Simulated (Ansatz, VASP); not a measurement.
**K: VASP beside Ansatz**

INCAR

```
ALGO = Normal
EDIFF = 1E-6
ENCUT = 520
GGA = PE
ISIF = 2
ISMEAR = 0
IVDW = 12
LASPH = True
LCHARG = False
LREAL = False
LWAVE = False
NBANDS = 10
NELM = 60
PREC = Accurate
SIGMA = 0.15
```

File KPOINTS:

```
k-points
0
Gamma
  14 14 14
```

File POSCAR:

```
K
1.0
    0.0000000000      3.3918728180      3.3918728180
    3.3918728180      0.0000000000      3.3918728180
    3.3918728180      3.3918728180      0.0000000000
K
1
Direct
    0.0000000000      0.0000000000      0.0000000000
```

Input for Ansatz:

```yaml
crystal:
  lattice:
    - [0.0, 3.391872818, 3.391872818]
    - [3.391872818, 0.0, 3.391872818]
    - [3.391872818, 3.391872818, 0.0]
  atoms:
    - { symbol: K, position: [0.0, 0.0, 0.0] }
basis:
  ecutwfc: 420
kpoints:
  mp_grid: { grid: [14, 14, 14] }
hamiltonian:
  xc: pbe
  dispersion: d3bj
scf:
  occupations: { method: gaussian, width: 0.15 }
output:
  forces: true
  stress: true
  eigenvalues: true
```

This isn't the form of K at room conditions, which is bcc.

Alike in both runs: task single point; functional PBE; dispersion D3(BJ); k mesh 14 × 14 × 14; occupations gaussian, width 0.15 eV; no spin polarisation.

```csv
,VASP,Ansatz
version,VASP 6.6.1,Ansatz 0.2.0
potentials or method,"VASP PAW PBE potentials, release 64 (K_sv)","scalar-relativistic, plane waves, PAW"
plane-wave cutoff (eV),520,420
valence electrons in the cell,9,9
```

|  | VASP | Ansatz | Ansatz less VASP |
| --- | --- | --- | --- |
| gap on the k mesh at the Fermi level (eV) | none | none | - |
| pressure (GPa) | -0.4 | -0.4 | +0.01 |

A gap of «none» marks a metal or a gap that the smearing closes. The functional is the same, so the differences come from potentials, cutoffs and numerics.

Caveats: pairwise dispersion overbinds metals, which lowers pressure and volume.
